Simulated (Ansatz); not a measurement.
SrO:

```
CELL_PARAMETERS angstrom
3.55329 0.00000 0.00000
-1.77664 3.07724 0.00000
0.00000 0.00000 6.21730
ATOMIC_POSITIONS crystal
Sr 0.66667 0.33333 0.75000
Sr 0.33333 0.66667 0.25000
O 0.00000 0.00000 0.50000
O 0.00000 0.00000 0.00000
```

Measurements of this composition are mostly on another form, of space group No. 225.

Base run:

- Program: Ansatz 0.2.0
- Functional: r2SCAN
- Potentials or basis: Ansatz PAW
- Cutoff: 500 eV (not typed: the program's choice for these potentials)
- k mesh: 9 × 9 × 5
- Occupations: fermi-dirac, width 0.05 eV
- Spin: no spin polarisation

Its results: band gap on the k mesh 3.56 eV, indirect (least direct gap 3.66 eV); pressure -0.4 GPa.

Problem. The run is repeated on the same cell with these changes: functional from r2SCAN to PBEsol; cutoff from 500 eV (not typed: the program's choice for these potentials) to 420 eV (not typed: the program's choice for these potentials). What comes out?

Solution. Band gap on the k mesh 2.93 eV, direct; pressure -2.4 GPa.

r2SCAN gives the wider gap, since meta-GGAs in the generalised Kohn-Sham scheme recover part of the derivative discontinuity.

Caveats: the PAW data sets come from PBE, with cores solved anew for the run's functional, which leaves a small shift of forces and pressure.
